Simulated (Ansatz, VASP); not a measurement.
**HgTe: VASP beside Ansatz**

Contents of INCAR:

```
PREC = Accurate ; ENCUT = 520
EDIFF = 1E-7 ; ISMEAR = -1
SIGMA = 0.05 ; LREAL = False
LASPH = True ; NELM = 100
ALGO = Normal ; ISIF = 2
LWAVE = False ; LCHARG = True
GGA = CA ; LELF = True
LVHAR = True ; NBANDS = 16
```

The input KPOINTS:

```
regular mesh
0
Gamma
  7 7 7
```

The input POSCAR:

```
HgTe
1.0
    0.0000000000      3.2010602164      3.2010602164
    3.2010602164      0.0000000000      3.2010602164
    3.2010602164      3.2010602164      0.0000000000
Hg Te
1 1
Direct
    0.0000000000      0.0000000000      0.0000000000
    0.5000000000      0.5000000000      0.5000000000
```

Contents of input.yaml:

```yaml
crystal:
  lattice:
    - [0.0, 3.2010602164, 3.2010602164]
    - [3.2010602164, 0.0, 3.2010602164]
    - [3.2010602164, 3.2010602164, 0.0]
  atoms:
    - { symbol: Hg, position: [0.0, 0.0, 0.0] }
    - { symbol: Te, position: [0.5, 0.5, 0.5] }
kpoints:
  mp_grid: { grid: [7, 7, 7] }
scf:
  occupations: { method: fermi_dirac, width: 0.05 }
hamiltonian:
  xc: lda
  pseudopotentials: { kind: all_electron, lapw: { basis_error: 0.001 } }
output:
  forces: true
  stress: true
  eigenvalues: true
```

Change from the starting cell: volume scaled by 1.02.

Alike in both runs: task single point; functional LDA; k mesh 7 × 7 × 7; occupations fermi-dirac, width 0.05 eV; no spin polarisation.

|  | VASP | Ansatz |
| --- | --- | --- |
| version | VASP 6.6.1 | Ansatz 0.2.0 |
| potentials or method | VASP PAW LDA potentials, release 64 (Hg, Te) | all-electron LAPW, scalar-relativistic |
| plane-wave cutoff (eV) | 520 | see its input |

|  | VASP | Ansatz | Ansatz less VASP |
| --- | --- | --- | --- |
| gap on the k mesh at the Fermi level (eV) | none | none | - |
| pressure (GPa) | -8.0 | -8.1 | -0.12 |

A gap of «none» marks a metal or a gap that the smearing closes. Ansatz ran all-electron here, so the differences hold the error of VASP's frozen core and of both bases.

Spin-orbit coupling is left out, which matters for the levels of Hg, Te.
